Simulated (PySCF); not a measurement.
**Structure from NMR data**

Molecular formula: CHF3. Simulated spectra:

¹H NMR (500 MHz, computed): δ 6.48 (q, J = 89.5 Hz, 1H).

¹³C{¹H} NMR (computed): δ 126.9 (CH, q, J = 352.3 Hz).

Calculated, not measured (PySCF): NMR shieldings at B97-2/pcSseg-2/GIAO, geometry: PBE0-D3(BJ)/def2-TZVP, spin–spin couplings from B3LYP/pcJ-2. Equivalent nuclei averaged, in vacuum, one computed conformer, no relativistic terms.

Scale: TMS for ¹H (σref 31.64) and ¹³C (σref 185.38) (reference shieldings calculated alike).

Problem. Propose a structure and justify it.

Solution. 
- Rings plus π bonds: 0.
- Carbon types of the structure: 1 × CH, which accounts for all hydrogens.
- δC 126.9: CF3 carbon; 3 electronegative neighbours deshield it.
- δH 6.48: hydrogen on a CF3 carbon; its carbon carries F, an electronegative neighbour.

The compound is `FC(F)F`.

Common functionals overestimate the size of one-bond C–F couplings by tens of Hz; these are unscaled. Splittings below 1 Hz are ignored in the labels, and close J values are merged. Shifts are as computed. Against solution values, carbons near 30 ppm lie about +3 ppm off and those near 130 ppm about +7 ppm. Of 1211 compounds with measured shifts, 218 miss one by over three times the rms of a fit or turn the order of signals round; such compounds aren't used in these exercises.
